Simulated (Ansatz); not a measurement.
The system is FePt (Tetraferroplatinum).

```
Pt Fe
1.0
     2.72350    0.00000    0.00000
     0.00000    2.72350    0.00000
     0.00000    0.00000    3.72000
Pt Fe
1 1
Direct
  0.50000 0.50000 0.50000
  0.00000 0.00000 0.00000
```

| Property | Result |
| --- | --- |
| Program | Ansatz 0.2.0 |
| Task | relaxation of cell and atoms |
| Functional | BLYP |
| Potentials or basis | Ansatz PAW |
| Cutoff | 420 eV (not typed: the program's choice for these potentials) |
| k mesh | 10 × 10 × 7 |
| Occupations | fermi-dirac, width 0.05 eV |
| Spin | collinear spin, ferromagnetic start |
| Starting moments | [0.0, 3.0] μB |

At the start: volume 13.80 Å³/atom.

Problem. Where does the relaxation end?

Solution. It ends after 7 steps and the volume is 14.78 Å³/atom (+7.1 %); space group P4/mmm (No. 123, to 0.05 Å); moment 3.33 μB per cell.

The path:
| step | energy change (eV) | largest force (eV/Å) | volume (Å³) |
| --- | --- | --- | --- |
| 1 | 0.0000 | 0.0000 | 27.59 |
| 2 | -0.0678 | 0.0000 | 30.35 |
| 3 | -0.0789 | 0.0000 | 29.66 |
| 4 | -0.0792 | 0.0000 | 29.55 |
| 5 | -0.0805 | 0.0000 | 29.55 |
| 6 | -0.0805 | 0.0000 | 29.56 |
| 7 | -0.0805 | 0.0000 | 29.56 |

Final structure:
```cif
data_structure
_symmetry_space_group_name_H-M 'P 1'
_symmetry_Int_Tables_number 1
_cell_length_a 2.7875
_cell_length_b 2.7875
_cell_length_c 3.8047
_cell_angle_alpha 90.000
_cell_angle_beta 90.000
_cell_angle_gamma 90.000
_cell_volume 29.56
loop_
_atom_site_label
_atom_site_type_symbol
_atom_site_fract_x
_atom_site_fract_y
_atom_site_fract_z
_atom_site_occupancy
Pt1 Pt 0.50000 0.50000 0.50000 1
Fe1 Fe 0.00000 0.00000 0.00000 1
```

Caveat: the plane-wave basis is chosen anew once the cell has moved, so the energies of steps on either side of that aren't comparable; the PAW data sets come from PBE, with cores solved anew for the run's functional, which leaves a small shift of forces and pressure.
